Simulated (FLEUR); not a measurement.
# LiH under changes of volume

One of the cells (8.449 Å³/atom); the others are scaled copies at fixed shape and fractional positions:

```
CELL_PARAMETERS angstrom
0.00000 2.03675 2.03675
2.03675 0.00000 2.03675
2.03675 2.03675 0.00000
ATOMIC_POSITIONS crystal
Li 0.00000 0.00000 0.00000
H 0.50000 0.50000 0.50000
```

- Program: FLEUR MaX-R8.1 (later development tree)
- Functional: LDA
- Potentials or basis: all-electron
- Basis: FLAPW
- Kmax: 4.1 1/bohr
- k mesh: 11 × 11 × 11
- Occupations: fermi-dirac, width 0.05 eV
- Spin: no spin polarisation

```tsv
volume (Å³/atom)	energy over the lowest point (meV/atom)	gap on the mesh (eV)
7.942	0.00	2.81
8.111	?	?
8.449	10.25	2.85
8.787	19.94	2.87
8.956	25.50	2.89
```

What does the run at 8.111 Å³/atom give?

Energy over the lowest point 2.77 meV/atom; gap on the mesh 2.82 eV.

Worked out: A Birch-Murnaghan fit of order 2 (a polynomial in V^(-2/3)) to the other rows has no minimum within the range. It gives 2.75 meV/atom at 8.111 Å³/atom, against the run's 2.77. A straight line through the other rows of the gap, of slope 0.641 eV per unit of ln V (its deformation potential), gives 2.82 eV, against the run's 2.82.

Energies are extrapolated to zero smearing.

Caveats: an odd mesh through Γ misses points on the zone boundary, where band edges often lie.
